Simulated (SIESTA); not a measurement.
SnSe:

```
Sn Se
1.0
    11.42000    0.00000    0.00000
     0.00000    4.19000    0.00000
     0.00000    0.00000    4.46000
Sn Se
4 4
Direct
  0.87700 0.75000 0.90900
  0.62300 0.25000 0.40900
  0.37700 0.75000 0.59100
  0.12300 0.25000 0.09100
  0.64300 0.75000 0.98400
  0.85700 0.25000 0.48400
  0.14300 0.75000 0.51600
  0.35700 0.25000 0.01600
```

Base run:

```yaml
Program: SIESTA 5.4.2
Functional: BLYP
Potentials_or_basis: PseudoDojo 0.4 standard (PBE files)
Basis: DZP (energy shift 0.002 Ry)
Grid_cutoff: 500 Ry
Energy_shift: 0.002 Ry
k_mesh: 3 × 6 × 6
Occupations: fermi-dirac, width 0.05 eV
Spin: no spin polarisation
```

Its results: band gap on the k mesh 0.69 eV, indirect (least direct gap 0.86 eV); pressure 8.8 GPa; largest force 0.841 eV/Å.

Q: The run is repeated on the same cell with these changes: functional from BLYP to AM05; potentials or basis from PseudoDojo 0.4 standard (PBE files) to PseudoDojo 0.4 standard (PBEsol files). What comes out?

A: Band gap on the k mesh 0.52 eV, indirect (least direct gap 0.69 eV); pressure 2.2 GPa; largest force 0.671 eV/Å.

Caveats: semicore shells carry a single zeta, which can move pressures by several GPa and volumes by a few percent; the potentials were made for another functional, which shifts forces and pressure; spin-orbit coupling is left out, which moves the levels of the heavy elements; the basis of atomic orbitals isn't converged, which shifts pressures, moduli and gaps.
